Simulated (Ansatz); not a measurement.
**In2Sb: convergence and cost**

Aim, for In2Sb: see how the occupation rule and width moves the results.

Method: DFT PBEsol, scalar-relativistic, plane waves, PAW, in Ansatz 0.2.0.

## (1) The structure to begin with

It takes space group P6_3/mmc (No. 194, hexagonal). Conventional cell: a = 5.380 Å, b = 5.380 Å, c = 6.723 Å, α = 90.00°, β = 90.00°, γ = 120.00°. Around In (site symmetry -6m2) lie 5 Sb at 3.11 to 3.36 Å and 6 In at 3.53 Å. In (site symmetry -3m) has 8 In at 3.36 to 3.53 Å and 6 Sb at 3.53 Å in its first shell of neighbours. Around Sb (site symmetry -6m2) lie 11 In at 3.11 to 3.53 Å.

Coordinates:

```
CELL_PARAMETERS angstrom
5.37990 0.00000 0.00000
-2.68995 4.65913 0.00000
0.00000 0.00000 6.72255
ATOMIC_POSITIONS crystal
In 0.66667 0.33333 0.25000
In 0.33333 0.66667 0.75000
In 0.00000 0.00000 0.50000
In 0.00000 0.00000 0.00000
Sb 0.66667 0.33333 0.75000
Sb 0.33333 0.66667 0.25000
```

The structure comes from the Materials Project (structure only); it is used as listed.

## (2) The base input

File input.yaml:

```yaml
crystal:
  lattice:
    - [5.3799042018, 0.0, 0.0]
    - [-2.6899521009, 4.6591337087, 0.0]
    - [0.0, 0.0, 6.722552]
  atoms:
    - { symbol: In, position: [0.66666667, 0.33333333, 0.25] }
    - { symbol: In, position: [0.33333333, 0.66666667, 0.75] }
    - { symbol: In, position: [0.0, 0.0, 0.5] }
    - { symbol: In, position: [0.0, 0.0, 0.0] }
    - { symbol: Sb, position: [0.66666667, 0.33333333, 0.75] }
    - { symbol: Sb, position: [0.33333333, 0.66666667, 0.25] }
basis:
  ecutwfc: 420
kpoints:
  mp_grid: { grid: [12, 12, 6] }
hamiltonian:
  xc: pbesol
scf:
  occupations: { method: gaussian, width: 0.1 }
output:
  forces: true
  stress: true
  eigenvalues: true
  populations: true
```

Its results, from an earlier run: -5819.6187 eV/atom at zero smearing, pressure -2.56 GPa, largest force 0.000 eV/Å, no gap on the mesh, in 7 SCF cycles and 25 s.

## (3) Occupation rule and width: Gaussian 0.2 eV

File input.yaml:

```yaml
crystal:
  lattice:
    - [5.3799042018, 0.0, 0.0]
    - [-2.6899521009, 4.6591337087, 0.0]
    - [0.0, 0.0, 6.722552]
  atoms:
    - { symbol: In, position: [0.6666666667, 0.3333333333, 0.25] }
    - { symbol: In, position: [0.3333333333, 0.6666666667, 0.75] }
    - { symbol: In, position: [0.0, 0.0, 0.5] }
    - { symbol: In, position: [0.0, 0.0, 0.0] }
    - { symbol: Sb, position: [0.6666666667, 0.3333333333, 0.75] }
    - { symbol: Sb, position: [0.3333333333, 0.6666666667, 0.25] }
basis:
  ecutwfc: 420
kpoints:
  mp_grid: { grid: [12, 12, 6] }
hamiltonian:
  xc: pbesol
scf:
  occupations: { method: gaussian, width: 0.2 }
output:
  forces: true
  stress: true
  eigenvalues: true
```

Command:

```bash
$ ansatz run input.yaml --threads 1 --pin off --max-ram 2560MiB --backend cpu --events-out ev --progress --plain --runs-dir out
```

## (4) Occupation rule and width: Gaussian 0.5 eV

Edit input.yaml of step 3 so:

```diff
@@ -19,3 +19,3 @@
 scf:
-  occupations: { method: gaussian, width: 0.2 }
+  occupations: { method: gaussian, width: 0.5 }
 output:
```

## (5) Occupation rule and width: Fermi–Dirac 0.1 eV

Edit input.yaml of step 4 so:

```diff
@@ -19,3 +19,3 @@
 scf:
-  occupations: { method: gaussian, width: 0.5 }
+  occupations: { method: fermi_dirac, width: 0.1 }
 output:
```

## (6) Occupation rule and width set to Methfessel–Paxton 0.01 eV

Edit input.yaml of step 5 so:

```diff
@@ -19,3 +19,3 @@
 scf:
-  occupations: { method: fermi_dirac, width: 0.1 }
+  occupations: { method: methfessel_paxton, width: 0.01 }
 output:
```

## (7) Occupation rule and width set to Methfessel–Paxton 0.05 eV

Edit input.yaml of step 6 so:

```diff
@@ -19,3 +19,3 @@
 scf:
-  occupations: { method: methfessel_paxton, width: 0.01 }
+  occupations: { method: methfessel_paxton, width: 0.05 }
 output:
```

## (8) Occupation rule and width set to Methfessel–Paxton 0.1 eV

Edit input.yaml of step 7 so:

```diff
@@ -19,3 +19,3 @@
 scf:
-  occupations: { method: methfessel_paxton, width: 0.05 }
+  occupations: { method: methfessel_paxton, width: 0.1 }
 output:
```

## (9) Occupation rule and width set to Methfessel–Paxton 0.3 eV

Edit input.yaml of step 8 so:

```diff
@@ -19,3 +19,3 @@
 scf:
-  occupations: { method: methfessel_paxton, width: 0.1 }
+  occupations: { method: methfessel_paxton, width: 0.3 }
 output:
```

## (10) Occupation rule and width set to cold 0.01 eV

Edit input.yaml of step 9 so:

```diff
@@ -19,3 +19,3 @@
 scf:
-  occupations: { method: methfessel_paxton, width: 0.3 }
+  occupations: { method: cold, width: 0.01 }
 output:
```

## (11) Occupation rule and width: cold 0.05 eV

Edit input.yaml of step 10 so:

```diff
@@ -19,3 +19,3 @@
 scf:
-  occupations: { method: cold, width: 0.01 }
+  occupations: { method: cold, width: 0.05 }
 output:
```

## (12) Occupation rule and width: cold 0.1 eV

Edit input.yaml of step 11 so:

```diff
@@ -19,3 +19,3 @@
 scf:
-  occupations: { method: cold, width: 0.05 }
+  occupations: { method: cold, width: 0.1 }
 output:
```

## (13) Occupation rule and width set to cold 0.5 eV

Edit input.yaml of step 12 so:

```diff
@@ -19,3 +19,3 @@
 scf:
-  occupations: { method: cold, width: 0.1 }
+  occupations: { method: cold, width: 0.5 }
 output:
```

## (14) Occupation rule and width set to tetrahedron

Edit input.yaml of step 13 so:

```diff
@@ -19,3 +19,3 @@
 scf:
-  occupations: { method: cold, width: 0.5 }
+  occupations: { method: tetrahedron }
 output:
```

(Steps that only read results are left out.)

What results come out of these runs, taken together? Wanted: largest energy shift, occupation rule and width.

**Answer**, as computed:

| quantity | value |
| --- | --- |
| largest energy shift, occupation rule and width | -5.03 meV/atom at cold 0.5 |

**Reading.** Smearing shifts the free energy by as much as 29.1 meV/atom (Gaussian 0.5); extrapolating to zero width leaves 5.03 at most. For the widths that shift F most, the extrapolation takes out most of the shift. In a metal, forces and stress under tetrahedra need not match the slope of their energy. Spin-orbit coupling is left out for Sb.
